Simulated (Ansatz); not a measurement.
# Bi2Se3 (Paraguanajuatite) under changes of volume

One of the cells (28.378 Å³/atom); the others are scaled copies at fixed shape and fractional positions:

```
Bi Se
1.0
     2.07150    1.19598    9.54533
    -2.07150    1.19598    9.54533
     0.00000   -2.39196    9.54533
Bi Se
2 3
Cartesian
  0.0000 0.0000 17.1587
  0.0000 0.0000 11.4773
  0.0000 0.0000 22.5738
  0.0000 0.0000 6.0622
  0.0000 0.0000 0.0000
```

| Quantity | Value |
| --- | --- |
| Program | Ansatz 0.2.0 |
| Functional | r2SCAN |
| Potentials or basis | Ansatz PAW |
| Cutoff | 500 eV (not typed: the program's choice for these potentials) |
| k mesh | 8 × 8 × 8 |
| Occupations | fermi-dirac, width 0.05 eV |
| Spin | no spin polarisation |

```csv
volume (Å³/atom),energy over the lowest point (meV/atom),pressure (GPa),gap on the mesh (eV),largest force (eV/Å)
26.675,?,?,?,?
27.243,23.05,4.5,0.46,0.250
27.810,10.12,2.9,0.47,0.093
28.378,2.62,1.4,0.49,0.080
28.946,0.00,0.1,0.50,0.227
29.513,1.77,-1.1,0.51,0.365
30.081,7.49,-2.1,0.52,0.492
```

Task: What does the run at 26.675 Å³/atom give?

Result: Energy over the lowest point 42.03 meV/atom; pressure 6.3 GPa; gap on the mesh 0.44 eV; largest force 0.435 eV/Å.

Worked out: A Birch-Murnaghan fit of order 3 (a polynomial in V^(-2/3)) to the other rows has its minimum at 28.99 Å³/atom with B0 = V·E''(V) = 63 GPa and B' = 4.5 at fixed shape and positions, which overstates the stiffness. It gives 42.06 meV/atom at 26.675 Å³/atom, against the run's 42.03, and -dE/dV = 6.3 GPa, against 6.3. A straight line through the other rows of the gap, of slope 0.621 eV per unit of ln V (its deformation potential), extrapolates to 0.45 eV, against the run's 0.44.

Energies are extrapolated to zero smearing.

Caveats: spin-orbit coupling is left out, which as a rule narrows the gap of such compounds by several tenths of an eV; the PAW data sets come from PBE, with cores solved anew for the run's functional, which leaves a small shift of forces and pressure.

A mesh can miss the band edges.
